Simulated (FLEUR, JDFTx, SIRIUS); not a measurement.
**10 crystals, 3 set-ups of PBEsol: the bulk modulus**

The same calculation (PBEsol, Γ-centred k mesh with a spacing near 0.25 Å⁻¹, Fermi-Dirac smearing of 0.05 eV, no spin-orbit coupling) was run on each cell with:

- A: JDFTx, PseudoDojo-SR-PBEsol-0.4.1-standard with smoothed tails, cutoffs 490 to 1388 eV
- B: FLEUR, all-electron
- C: SIRIUS, PseudoDojo 0.4.1 PBEsol standard (scalar relativistic), cutoffs 490 to 1388 eV

Moduli come from Birch-Murnaghan fits over scaled cells with fixed shape and fractions, which off cubic symmetry can lie above the relaxed values. Among the elements in a form other than the usual one at room conditions: Sn, Si. Not every cell is the stable form of its formula. Spin polarisation and spin-orbit coupling are off unless named.

```csv
crystal,A (GPa),B (GPa),C (GPa)
KBr (Fm-3m),15.40,15.40,15.40
Li2Se (Fm-3m),35.21,35.20,35.19
Sn (Fd-3m),41.23,41.65,41.21
NaF (Fm-3m),48.53,48.53,48.52
CdS (F-43m),61.38,61.38,61.41
"Si (P6_3/mmc, 4 atoms)",93.34,93.60,93.35
Ag (Fm-3m),121.30,120.59,120.73
Ta (Im-3m),211.59,212.64,211.63
W (Im-3m),316.97,315.50,316.97
"BN (P6_3mc, 4 atoms)",385.39,385.47,385.40
```

Against the all-electron result, the mean absolute deviation is A 0.29, C 0.25 %. The largest single deviation is -1.06 %, for Sn in C. The figures use the values as printed. The all-electron reference has errors of its own basis, so a deviation may be partly its. Meshes of this size aren't converged for metals, which the comparison doesn't need. The functional is the same throughout, so these differences measure potentials, basis sets and numerical settings.

The two pseudopotential calculations agree more closely with each other than with the all-electron result for Sn, Si, Ta and W, which suggests a shared origin in the pseudopotentials or the reference rather than in either plane-wave code. The sign varies: both are softer than the reference for Ta and stiffer for W, so there is no uniform bias. Ag breaks the pattern, with C close to the reference and A higher; the smoothed tails are one possible cause, numerical settings another.

These differences are small beside the chemical range. KBr is soft because large, singly charged ions attract weakly at long distance, while BN owes its stiffness to short, strong, polar covalent bonds. W exceeds Ta because its additional d electron further fills bonding states, whereas in Ag the d shell is full and contributes little net bonding.

Agreement between codes doesn't establish agreement with experiment: all three make Ag stiffer than measured, probably in part because the functional overbinds it.
